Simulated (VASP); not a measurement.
**SiC: relaxation of the atoms with PBE+D3(BJ)**

The system is SiC.

```
Si C
1.0
     0.00000    1.98326    1.98326
     1.98326    0.00000    1.98326
     1.98326    1.98326    0.00000
Si C
1 1
Direct
  0.00000 0.00000 0.00000
  0.50000 0.50000 0.50000
```

The cell was built by a generator and needn't be a form met in nature.

The cell isn't the ideal one: a relaxed cell with its volume scaled by 0.96.

```json
{
 "Program": "VASP 6.6.1",
 "Task": "relaxation of the atoms",
 "Functional": "PBE",
 "Dispersion": "D3(BJ)",
 "Potentials or basis": "VASP PAW PBE potentials, release 64 (Si, C)",
 "Cutoff": "600 eV",
 "k mesh": "12 × 12 × 12",
 "Occupations": "gaussian, width 0.03 eV",
 "Spin": "no spin polarisation",
 "Further INCAR settings": "ALGO = Fast; EDIFF = 1e-07; IBRION = 2; EDIFFG = -0.01; NSW = 40"
}
```

```json
{"Pressure after relaxing": "10.4 GPa", "Band gap on the k mesh": "none (metal or under the smearing width)", "Dispersion energy per atom": "-0.398 eV"}
```

Final structure:
```cif
data_structure
_symmetry_space_group_name_H-M 'P 1'
_symmetry_Int_Tables_number 1
_cell_length_a 2.8047
_cell_length_b 2.8047
_cell_length_c 2.8047
_cell_angle_alpha 60.000
_cell_angle_beta 60.000
_cell_angle_gamma 60.000
_cell_volume 15.60
loop_
_atom_site_label
_atom_site_type_symbol
_atom_site_fract_x
_atom_site_fract_y
_atom_site_fract_z
_atom_site_occupancy
Si1 Si 0.00000 0.00000 0.00000 1
C1 C 0.50000 0.50000 0.50000 1
```

Levels at points of the mesh, in eV from the Fermi level:
```csv
k point,band 1,band 2,band 3,band 4,band 5,band 6,band 7,band 8
"(0.00, 0.00, 0.00)",-19.25,-0.04,-0.04,-0.04,8.56,8.91,8.91,8.91
"(0.50, 0.00, 0.00)",-13.82,-12.09,-1.26,-1.26,5.49,5.49,6.26,10.26
"(0.50, 0.50, 0.00)",-11.88,-10.42,-4.60,-4.60,-0.57,2.20,15.70,15.88
```

Run time: 7.1 s on 1 thread of Intel(R) Xeon(R) 6975P-C (Granite Rapids) (shared host), peak memory 0.14 GiB.

Caveat: the relaxation stopped at its first step, so nothing moved; pairwise dispersion overbinds metals, which lowers pressure and volume.
